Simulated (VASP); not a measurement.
MgS in VASP: the effect of exact exchange

MgS:

```
CELL_PARAMETERS angstrom
4.03462 0.00000 0.00000
-2.01731 3.49409 0.00000
0.00000 0.00000 6.43229
ATOMIC_POSITIONS crystal
S 0.66667 0.33333 0.87924
S 0.33333 0.66667 0.37924
Mg 0.33333 0.66667 0.99575
Mg 0.66667 0.33333 0.49575
```

The cell comes from a database or a generator and needn't be the stable form of this composition.

Alike in all runs:

```yaml
Program: VASP 6.6.1
Task: single point
Functional: HSE(alpha, omega)
Potentials_or_basis: VASP PAW PBE potentials, release 64 (S, Mg)
Cutoff: 520 eV
k_mesh: 4 × 4 × 2
Occupations: fermi-dirac, width 0.05 eV
Spin: no spin polarisation
```

Task: One run gave: gap on the mesh 5.63 eV; pressure -1.2 GPa. Which exact exchange did it use?
A. 0.2
B. 0.3
C. 0.25
D. 0.05
E. 0.5

Result: E.

| exact exchange | gap on the mesh (eV) | pressure (GPa) |
| --- | --- | --- |
| 0.05 | 3.64 | 0.7 |
| 0.1 | 3.86 | 0.5 |
| 0.15 | 4.07 | 0.3 |
| 0.2 | 4.29 | 0.1 |
| 0.25 | 4.51 | -0.1 |
| 0.3 | 4.73 | -0.3 |
| 0.4 | 5.18 | -0.7 |
| 0.5 | 5.63 | -1.2 |

Caveats: all runs use coarse meshes; the PAW data sets were made with another functional, which shifts forces and pressure a little.

